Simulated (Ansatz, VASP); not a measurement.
SiC: VASP beside Ansatz

```
CELL_PARAMETERS angstrom
0.00000 2.17400 2.17400
2.17400 0.00000 2.17400
2.17400 2.17400 0.00000
ATOMIC_POSITIONS crystal
Si 0.85770 0.00000 0.00000
C 0.75000 0.75000 0.75000
```

Change from the starting cell: all Si atoms moved +0.438 Å, as atom 1 towards its neighbour atom 1 (Si) at 3.075 Å.

Alike in both runs: task single point; functional PBE; k mesh 12 × 12 × 12; occupations gaussian, width 0.05 eV; no spin polarisation.

```csv
,VASP,Ansatz
version,VASP 6.6.1,Ansatz 0.2.0
potentials or method,"VASP PAW PBE potentials, release 64 (Si, C)","scalar-relativistic, plane waves, PAW"
plane-wave cutoff (eV),520,420
valence electrons in the cell,8,8
```

|  | VASP | Ansatz | Ansatz less VASP |
| --- | --- | --- | --- |
| gap on the k mesh at the Fermi level (eV) | none | none | - |
| rms of the force components (eV/Å) | 7.037 | 7.054 | +0.0167 |

Atom by atom the forces differ by 0.017 eV/Å (rms over components). A gap of «none» marks a metal or a gap that the smearing closes. With one functional, cell and mesh, what is left measures potentials, basis and numerics.

Caveats: forces of over 1 eV/Å show positions far from the minimum, so gaps and moduli don't describe the material at rest.
